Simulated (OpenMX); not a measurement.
Runs of OpenMX 3.8.5 on SrO. Symmetry: Fm-3m, No. 225, cubic system. The conventional cell has a = 5.133 Å, b = 5.133 Å, c = 5.133 Å, α = 90.00°, β = 90.00°, γ = 90.00°. Sr (site symmetry m-3m) has 6 O at 2.57 Å as nearest neighbours. O (site symmetry m-3m) has 6 Sr at 2.57 Å as nearest neighbours. 

| task | level | potentials or basis | grid points, held for all volumes | max SCF cycles | gap on the mesh (eV) | pressure (GPa) | V0 of scaled cells (Å³/atom) | B0 (GPa) |
| --- | --- | --- | --- | --- | --- | --- | --- | --- |
| equation of state | PBE | OpenMX 2013 PBE set, Sr10.0-s3p2d2, O6.0-s2p2d1, fixed grid of 36 × 36 × 36 points | 36 × 36 × 36 | - | - | - | 17.45 | 87 |
| band structure | LDA | OpenMX 2013 LDA set, Sr10.0-s3p2d2, O6.0-s2p2d1, grid cutoff 400 Ry | - | 100 | 2.79 | (a) | - | - |
| equation of state | PBE | OpenMX 2013 PBE set, Sr10.0-s3p2d2, O6.0-s2p2d1, fixed grid of 32 × 32 × 32 points | 32 × 32 × 32 | - | - | - | 17.46 | 87 |
| equation of state | LDA | OpenMX 2013 LDA set, Sr10.0-s3p2d2, O6.0-s2p2d1, fixed grid of 36 × 36 × 36 points | 36 × 36 × 36 | - | - | - | (c) | (b) |
| single point | PBE | OpenMX 2013 PBE set, Sr10.0-s3p2d2, O6.0-s2p2d1, grid cutoff 400 Ry | - | 100 | 2.92 | 3.0 | - | - |
| single point | PBE | OpenMX 2013 PBE set, Sr10.0-s3p2d2, O6.0-s2p2d1, grid cutoff 350 Ry | - | 100 | 2.92 | 3.1 | - | - |

Alike in all rows: no spin polarisation; cell as given; k mesh 9 × 9 × 9; smearing fermi-dirac 0.05 eV.

Q: Estimate the missing entries.

A: (a) -4.0; (b) 107; (c) 16.22.

Caveats: the basis of atomic orbitals isn't converged, which shifts pressures, moduli and gaps; volumes in these bases differ from converged ones by about 1 %, for some elements by several (some runs); an odd mesh through Γ misses points on the zone boundary, where band edges often lie (some runs).

A k mesh can miss the band edges, and the runs leave out spin-orbit coupling on Sr.

Not every run made on this cell is shown here.
